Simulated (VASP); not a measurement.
The system is Si2Mo.

```
Mo Si
1.0
     4.58547    0.00000    0.00000
    -2.29274    3.97113    0.00000
     0.00000    0.00000    6.57976
Mo Si
3 6
Cartesian
  1.1464 1.9856 5.4831
  -1.1464 1.9856 1.0966
  2.2927 0.0000 3.2899
  0.0000 1.3015 3.2899
  1.1656 3.3204 1.0966
  3.4583 0.6508 5.4831
  2.2927 2.6696 3.2899
  1.1272 0.6508 1.0966
  -1.1656 3.3204 5.4831
```

Measurements of this composition are mostly on another form, of space group No. 139.

```yaml
Program: VASP 6.6.1
Task: relaxation of cell and atoms
Functional: PBE
Potentials_or_basis: VASP PAW PBE potentials, release 64 (Mo_pv, Si)
Cutoff: 600 eV
k_mesh: 5 × 5 × 3
Occupations: fermi-dirac, width 0.05 eV
Spin: no spin polarisation
```

At the start: pressure 3.4 GPa; volume 13.31 Å³/atom.

Problem. How do energy, volume and symmetry change on relaxing?

Solution. Over 5 steps the energy falls by 2.2 meV/atom and the volume is 13.52 Å³/atom (+1.6 %); space group P6_222 (No. 180, to 0.05 Å).

Step by step:
| step | energy change (eV) | largest force (eV/Å) | pressure (GPa) | volume (Å³) |
| --- | --- | --- | --- | --- |
| 1 | 0.0000 | 0.0142 | 3.40 | 119.81 |
| 2 | 0.0281 | 0.0180 | -4.88 | 124.78 |
| 3 | -0.0197 | 0.0153 | -0.02 | 121.72 |
| 4 | -0.0197 | 0.0151 | 0.04 | 121.68 |
| 5 | -0.0200 | 0.0028 | 0.07 | 121.69 |

Final structure:
```
Mo Si
1.0
     4.61268    0.00000    0.00000
    -2.30634    3.99470    0.00000
     0.00000    0.00000    6.60408
Mo Si
3 6
Direct
  0.50000 0.50000 0.83333
  0.00000 0.50000 0.16667
  0.50000 0.00000 0.50000
  0.16399 0.32797 0.50000
  0.67203 0.83601 0.16667
  0.83601 0.16399 0.83333
  0.83601 0.67203 0.50000
  0.32797 0.16399 0.16667
  0.16399 0.83601 0.83333
```
